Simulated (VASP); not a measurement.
## TiC: equation of state with LDA

The system is TiC.

```
Ti C
1.0
     0.00000    2.13183    2.13183
     2.13183    0.00000    2.13183
     2.13183    2.13183    0.00000
Ti C
1 1
Direct
  0.00000 0.00000 0.00000
  0.50000 0.50000 0.50000
```

The cell is a database's computed one.

| Quantity | Value |
| --- | --- |
| Program | VASP 6.6.1 |
| Task | equation of state |
| Functional | LDA |
| Potentials or basis | VASP PAW LDA potentials, release 64 (Ti_sv, C) |
| Cutoff | 520 eV |
| k mesh | 10 × 10 × 10 |
| Occupations | fermi-dirac, width 0.05 eV |
| Spin | no spin polarisation |
| Ladder | gaps |
| Further INCAR settings | ALGO = Normal; EDIFF = 1e-06 |

- Equilibrium volume: 9.70 Å³/atom
- Bulk modulus: 280 GPa
- Pressure derivative of the bulk modulus: 4.0 (rough: it moves with the points fitted)

Energy against volume, from the lowest point:
```tsv
volume (Å³/atom)	energy (meV/atom)
9.301	15.23
9.495	3.85
9.688	0.00
9.882	2.93
10.076	12.02
```

All runs of the series together: 41 s on 1 thread of Intel(R) Xeon(R) Platinum 8259CL CPU @ 2.50GHz (Skylake/Cascade Lake), on a shared host.
